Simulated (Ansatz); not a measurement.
# LiBr: the cost of one run

Computed with Ansatz 0.2.0 (DFT r2SCAN, scalar-relativistic, plane waves, PAW).

1 further run of the same task is left out (it didn't finish).

### Step 1. The system as given

The structure is cubic, space group Fm-3m (No. 225). Conventional cell: a = 5.508 Å, b = 5.508 Å, c = 5.508 Å, α = 90.00°, β = 90.00°, γ = 90.00°. Li (site symmetry m-3m) has 6 Br at 2.75 Å as nearest neighbours. Around Br (site symmetry m-3m) lie 6 Li at 2.75 Å.

Coordinates:

```
CELL_PARAMETERS angstrom
0.00000 2.75379 2.75379
2.75379 0.00000 2.75379
2.75379 2.75379 0.00000
ATOMIC_POSITIONS crystal
Li 0.50000 0.50000 0.50000
Br 0.00000 0.00000 0.00000
```

It is the end of an earlier relaxation with the same method, from a generated guess; it needn't be the stable form of this composition. At a tolerance of 0.02 Å it has space group Fm-3m (No. 225); it has 20.88 Å³/atom, an uncorrected energy of -1.55 eV/atom over the elements and, on its mesh, gap 4.92 eV.

### Step 2. The same geometry with r2SCAN

input.yaml reads:

```yaml
crystal:
  lattice:
    - [0.0, 2.7537941566, 2.7537941566]
    - [2.7537941566, 0.0, 2.7537941566]
    - [2.7537941566, 2.7537941566, 0.0]
  atoms:
    - { symbol: Li, position: [0.5, 0.5, 0.5] }
    - { symbol: Br, position: [0.0, 0.0, 0.0] }
basis:
  ecutwfc: 500
kpoints:
  mp_grid: { grid: [8, 8, 8] }
  band_path:
    path:
      - [[0.0, 0.0, 0.0], [0.5, 0.0, 0.5], [0.625, 0.25, 0.625]]
      - [[0.375, 0.375, 0.75], [0.0, 0.0, 0.0], [0.5, 0.5, 0.5], [0.5, 0.25, 0.75], [0.5, 0.0, 0.5]]
    npoints: 14
hamiltonian:
  xc: r2scan
scf:
  occupations: { method: gaussian, width: 0.02 }
  n_extra_bands: 6
output:
  forces: true
  stress: true
  eigenvalues: true
  populations: true
  dos: { projected: true, de: 0.02, nscf_kmesh: { grid: [12, 12, 12] } }
  bader: true
  write_density: true
  write_potential: true
  elf: true
  volumetric_format: npy
```

Run with:

```sh
$ ansatz run input.yaml --threads 1 --pin off --max-ram 2560MiB --backend cpu --events-out ev --progress --plain --runs-dir out
```

What time and memory should one allow on 1 thread of Arm Neoverse V1, shared host?

About 14 s, with a peak of 0.41 GiB.
